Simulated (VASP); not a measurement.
# ZnS (Wurtzite-2H) (P6_3mc) in VASP: a series of runs, part 2 of 2

VASP 6.6.1. The steps go on from the part before.

## 4. Single point, PBE

This run uses another cell than the first one, of 18.82 Å³/atom, 1.091 times its volume.

INCAR

```
SYSTEM = ZnS
  PREC = Accurate
  ENCUT = 520
  EDIFF = 1E-6
  ISMEAR = 0
  SIGMA = 0.01
  LREAL = .False.
  LASPH = .True.
  NELM = 80
  ALGO = Normal
  ISIF = 2
  LWAVE = .False.
  LCHARG = .False.
  GGA = PE
  NBANDS = 26
```

KPOINTS

```
regular mesh
0
Gamma
  5 5 3
  0 0 0
```

POSCAR

```
ZnS
1.0
    3.7594936861      0.0000000000      0.0000000000
   -1.8797468431      3.2558172212      0.0000000000
    0.0000000000      0.0000000000      6.1497464286
Zn S
2 2
Direct
    0.3333333333      0.6666666667      0.0000000000
    0.6666666667      0.3333333333      0.5000000000
    0.3333333333      0.6666666667      0.3850000000
    0.6666666667      0.3333333333      0.8850000000
```

Started as:

```sh
> cat potpaw_PBE.64/Zn/POTCAR potpaw_PBE.64/S/POTCAR > POTCAR
> mpirun -np 1 vasp_std > vasp.out
```

Run time: 35 s. Hardware: 1 thread of Intel Xeon 8259CL, shared host; peak memory 0.18 GiB.

The run converged. Its results:

| Quantity | Value |
| --- | --- |
| Free energy | -13.5559 eV |
| Pressure | 6.1 GPa |
| Largest force | 0.379 eV/Å |
| Band gap on the k mesh | 2.45 eV, direct |

Forces in eV/Å, atoms in the order of the input:
```
Zn   0.000  0.000  0.379
Zn   0.000  0.000  0.379
S    0.000  0.000 -0.379
S    0.000  0.000 -0.379
```

Stress tensor (GPa, compression positive):
```
7.05 0.00 0.00
0.00 7.05 0.00
0.00 0.00 4.22
```

Levels at points of the mesh, in eV from the valence-band top:
```tsv
k point	band 15	band 16	band 17	band 18	band 19	band 20	band 21	band 22
(0.00, 0.00, 0.00)	-0.91	0.00	0.00	0.00	2.45	3.08	6.27	6.27
```

## 5. Single point, PBE

This run uses another cell than the first one, of 19.60 Å³/atom, 1.136 times its volume.

INCAR

```
ALGO = Normal
EDIFF = 1E-6
ENCUT = 520
GGA = PE
ISIF = 2
ISMEAR = 0
LASPH = True
LCHARG = False
LREAL = False
LWAVE = False
NBANDS = 26
NELM = 80
PREC = Accurate
SIGMA = 0.01
```

KPOINTS

```
k-points
0
Gamma
  5 5 3
```

POSCAR

```
ZnS
1.0
    3.8110000000      0.0000000000      0.0000000000
   -1.9055000000      3.3004230000      0.0000000000
    0.0000000000      0.0000000000      6.2340000000
Zn S
2 2
Direct
    0.3333333333      0.6666666667      0.0000000000
    0.6666666667      0.3333333333      0.5000000000
    0.3333333333      0.6666666667      0.3850000000
    0.6666666667      0.3333333333      0.8850000000
```

Potentials or basis: VASP PAW PBE potentials, release 64 (Zn, S).

Started as:

```sh
> cat potpaw_PBE.64/Zn/POTCAR potpaw_PBE.64/S/POTCAR > POTCAR
> mpirun -np 1 vasp_std > vasp.out
```

OUTCAR:

```text
EDIFF = 1E-6
   ENCUT = 520
   GGA = PE
   ISIF = 2
   ISMEAR = 0
   LASPH = True
   LREAL = False
   NELM = 80
   PREC = Accurate

 ion  position               nearest neighbor table
   1  0.333  0.667  0.000-   4 2.31   4 2.31   4 2.31   3 2.40
   2  0.667  0.333  0.500-   3 2.31   3 2.31   3 2.31   4 2.40
   3  0.333  0.667  0.385-   2 2.31   2 2.31   2 2.31   1 2.40
   4  0.667  0.333  0.885-   1 2.31   1 2.31   1 2.31   2 2.40

  LATTYP: Found a hexagonal cell.
 ALAT       =     3.8110000000
 C/A-ratio  =     1.6357911309

  Lattice vectors:

 A1 = (   3.8110000000,   0.0000000000,   0.0000000000)
 A2 = (  -1.9055000000,   3.3004230000,   0.0000000000)
 A3 = (   0.0000000000,   0.0000000000,   6.2340000000)

Analysis of symmetry for initial positions (statically):
=====================================================================
 Subroutine PRICEL returns:
 Original cell was already a primitive cell.

 Routine SETGRP: Setting up the symmetry group for a
 hexagonal supercell.

[... 153 lines left out ...]
  free energy    TOTEN  =       -13.64001325 eV

  energy without entropy =      -13.64001325  energy(sigma->0) =      -13.64001325

 E-fermi :   2.2163     XC(G=0):  -9.6492

 val. band max:        2.1671238731   @ k =   0.0000   0.0000   0.0000
 cond. band min:       4.4188776890   @ k =   0.0000   0.0000   0.0000
 fundamental gap:      2.2517538159
 Fermi energy:         2.2162646689

 k-point     1 :       0.0000    0.0000    0.0000
  band No.  band energies     occupation
      1     -11.0261      2.00000
      2     -10.1026      2.00000
      3      -4.2054      2.00000
      4      -4.2054      2.00000
      5      -4.1411      2.00000
      6      -4.1411      2.00000
[... 279 lines left out ...]
     25      11.5812      0.00000
     26      12.0652      0.00000

------------------------ aborting loop because EDIFF is reached ----------------------------------------

  FORCE on cell =-STRESS in cart. coord.  units (eV):
  Direction    XX          YY          ZZ          XY          YZ          ZX
  --------------------------------------------------------------------------------------
  -------------------------------------------------------------------------------------
  Total        1.5967654      1.5967655      0.5400845      0.0000000      0.0000000      0.0000000
  in kB       32.6269392     32.6269429     11.0356253      0.0000000      0.0000000      0.0000000
  external PRESSURE =      25.4298358 kB  Pullay stress =       0.0000000 kB

 VOLUME and BASIS-vectors are now :
 -----------------------------------------------------------------------------
  energy-cutoff  :      520.00
  volume of cell :       78.41
      direct lattice vectors                 reciprocal lattice vectors
     3.811000000  0.000000000  0.000000000     0.262398321  0.151495733  0.000000000
    -1.905500000  3.300423000  0.000000000     0.000000000  0.302991465  0.000000000
     0.000000000  0.000000000  6.234000000     0.000000000  0.000000000  0.160410651

 POSITION                                       TOTAL-FORCE (eV/Angst)
 -----------------------------------------------------------------------------------
     -0.00000      2.20028      0.00000         0.000000      0.000000      0.326659
      1.90550      1.10014      3.11700        -0.000000      0.000000      0.326659
     -0.00000      2.20028      2.40009        -0.000000      0.000000     -0.326659
      1.90550      1.10014      5.51709         0.000000     -0.000000     -0.326659
 -----------------------------------------------------------------------------------
    total drift:                               -0.000000     -0.000000      0.000473

  FREE ENERGIE OF THE ION-ELECTRON SYSTEM (eV)
  ---------------------------------------------------
  free  energy   TOTEN  =       -13.6400132517 eV

  energy  without entropy=      -13.6400132517  energy(sigma->0) =      -13.64001325
```

stdout:

```text
POSCAR found type information on POSCAR ZnS
 POSCAR found :  2 types and       4 ions
 scaLAPACK will be used
 LDA part: xc-table for (Slater+PW92), standard interpolation
 POSCAR, INCAR and KPOINTS ok, starting setup
 FFT: planning ... GRIDC
 FFT: planning ... GRID_SOFT
 FFT: planning ... GRID
 WAVECAR not read
 entering main loop
```

Wall time 36 s (1 thread of Intel Xeon 8259CL, shared host); peak memory 0.19 GiB.

Results:

```yaml
Free_energy: -13.6400 eV
Pressure: 2.5 GPa
Largest_force: 0.327 eV/Å
Band_gap_on_the_k_mesh: 2.25 eV, direct
```

Forces in eV/Å, atoms in the order of the input:
```
Zn   0.000  0.000  0.327
Zn   0.000  0.000  0.327
S    0.000  0.000 -0.327
S    0.000  0.000 -0.327
```

Stress tensor (GPa, compression positive):
```
3.26 0.00 0.00
0.00 3.26 0.00
0.00 0.00 1.10
```

## 6. Single point, PBE

This run uses another cell than the first one, of 20.39 Å³/atom, 1.182 times its volume.

INCAR

```
ALGO = Normal
EDIFF = 1E-7
ENCUT = 520
GGA = PE
ISIF = 2
ISMEAR = 0
LASPH = T
LCHARG = F
LREAL = F
LWAVE = F
NBANDS = 26
NELM = 60
PREC = Accurate
SIGMA = 0.01
```

KPOINTS is that of step 5.

POSCAR

```
ZnS
1.0
    3.8611504880      0.0000000000      0.0000000000
   -1.9305752440      3.3438545990      0.0000000000
    0.0000000000      0.0000000000      6.3160357234
Zn S
2 2
Direct
    0.3333333333      0.6666666667      0.0000000000
    0.6666666667      0.3333333333      0.5000000000
    0.3333333333      0.6666666667      0.3850000000
    0.6666666667      0.3333333333      0.8850000000
```

Potentials or basis: VASP PAW PBE potentials, release 64 (Zn, S).

Started as:

```sh
> cat potpaw_PBE.64/Zn/POTCAR potpaw_PBE.64/S/POTCAR > POTCAR
> mpirun -np 1 vasp_std > vasp.out
```

It took 45 s on 1 thread of Intel Xeon 8259CL, shared host; peak memory 0.19 GiB.

It converged, with:

| Quantity | Value |
| --- | --- |
| Free energy | -13.6612 eV |
| Pressure | -0.3 GPa |
| Largest force | 0.281 eV/Å |
| Band gap on the k mesh | 2.07 eV, direct |

Forces on the atoms (eV/Å):
```
Zn   0.000  0.000  0.281
Zn   0.000  0.000  0.281
S    0.000  0.000 -0.281
S    0.000  0.000 -0.281
```

Stress tensor (GPa, compression positive):
```
 0.19  0.00  0.00
 0.00  0.19  0.00
 0.00  0.00 -1.41
```

Levels at points of the mesh, in eV from the valence-band top:
| k point | band 16 | band 17 | band 18 | band 19 | band 20 | band 21 |
| --- | --- | --- | --- | --- | --- | --- |
| (0.00, 0.00, 0.00) | -0.02 | -0.02 | 0.00 | 2.07 | 2.91 | 6.32 |

## 7. Overview

| cell | gap on the mesh (eV) | pressure (GPa) | largest force (eV/Å) |
| --- | --- | --- | --- |
| a = 3.652, b = 3.652, c = 5.974 Å, angles 90.0, 90.0, 120.0°, 4 atoms | 2.86 | 16.0 | 0.51 |
| a = 3.707, b = 3.707, c = 6.063 Å, angles 90.0, 90.0, 120.0°, 4 atoms | 2.65 | 10.5 | 0.44 |
| a = 3.759, b = 3.759, c = 6.150 Å, angles 90.0, 90.0, 120.0°, 4 atoms | 2.45 | 6.1 | 0.38 |
| a = 3.811, b = 3.811, c = 6.234 Å, angles 90.0, 90.0, 120.0°, 4 atoms | 2.25 | 2.5 | 0.33 |
| a = 3.861, b = 3.861, c = 6.316 Å, angles 90.0, 90.0, 120.0°, 4 atoms | 2.07 | -0.3 | 0.28 |

Alike in all rows: task single point; level PBE; potentials or basis VASP PAW PBE potentials, release 64 (Zn, S); no spin polarisation; k mesh 5 × 5 × 3; cutoff (eV) 520; smearing gaussian 0.01 eV.

Absolute energies hang on the potentials; compare differences alone.

## 8. Against experiment

Step 5. Against the measured gap of ZnS, 3.911 eV (direct; 4 K; a printed reference work, monograph), the calculated 2.25 eV is off by -1.66 eV. The value is that of PBE, without temperature or zero-point motion. Semilocal functionals fall short of measured gaps as a rule.

Step 6. Measured gap of ZnS: 3.911 eV (direct; 4 K; a printed reference work, monograph). This calculation gives 2.07 eV (-1.85 eV). The value is that of PBE, without temperature or zero-point motion. Semilocal functionals fall short of measured gaps as a rule.
